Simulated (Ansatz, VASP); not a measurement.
# AlN in VASP and in Ansatz

```
Al N
1.0
     3.11300    0.00000    0.00000
    -1.55650    2.69594    0.00000
     0.00000    0.00000    4.98100
Al N
2 2
Direct
  0.66667 0.33333 0.50000
  0.33333 0.66667 0.00000
  0.66667 0.33333 0.88000
  0.33333 0.66667 0.38000
```

Alike in both runs: functional LDA; k mesh 10 × 10 × 6; occupations fermi-dirac, width 0.05 eV; no spin polarisation.

```csv
,VASP,Ansatz
version,VASP 6.6.1,Ansatz 0.2.0
potentials or method,"VASP PAW LDA potentials, release 64 (Al, N), cutoff 520 eV","all-electron LAPW, scalar-relativistic"
task,single point,band structure
```

VASP gave:

```
gap on the k mesh at the Fermi level (eV)       : 4.25
least direct gap on the mesh (eV)               : 4.25
pressure (GPa)                                  : -4.1
largest component of the traceless stress (GPa) : 1.14
rms of the force components (eV/Å)              : 0.069
```

Task: Estimate Ansatz's values.

Result: gap on the k mesh at the Fermi level (eV): 4.24; least direct gap on the mesh (eV): 4.24; pressure (GPa): -4.6; largest component of the traceless stress (GPa): 1.13; rms of the force components (eV/Å): 0.067.

Atom by atom the forces differ by 0.002 eV/Å (rms over components). Ansatz ran all-electron here, so the differences hold the error of VASP's frozen core and of both bases.

A k mesh can miss the band edges.
